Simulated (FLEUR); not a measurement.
Bi2Te2Se:

```
CELL_PARAMETERS angstrom
2.16097 1.24764 10.58557
-2.16097 1.24764 10.58557
0.00000 -2.49527 10.58557
ATOMIC_POSITIONS crystal
Bi 0.39172 0.39172 0.39172
Bi 0.60828 0.60828 0.60828
Te 0.78040 0.78040 0.78040
Te 0.21960 0.21960 0.21960
Se 0.00000 0.00000 0.00000
```

The cell is a database's computed one.

Base run:

| Item | Value |
| --- | --- |
| Program | FLEUR MaX-R8.1 (later development tree) |
| Functional | r2SCAN |
| Potentials or basis | all-electron |
| Basis | FLAPW |
| Kmax | 4.1 1/bohr |
| k mesh | 7 × 7 × 7 |
| Occupations | fermi-dirac, width 0.05 eV |
| Spin | no spin polarisation |

Its results: band gap on the k mesh 0.74 eV, direct.

Question: The run is repeated on the same cell with these changes: functional from r2SCAN to LDA. What comes out?

Answer: Band gap on the k mesh 0.37 eV, direct.

r2SCAN gives the wider gap, since meta-GGAs in the generalised Kohn-Sham scheme recover part of the derivative discontinuity.

Caveats: spin-orbit coupling is left out, which as a rule narrows the gap of such compounds by several tenths of an eV; the meta-GGA is that of a development version, with a GGA for the radial functions and cores and without core tails (some runs).

Not every run made on this cell is shown here.
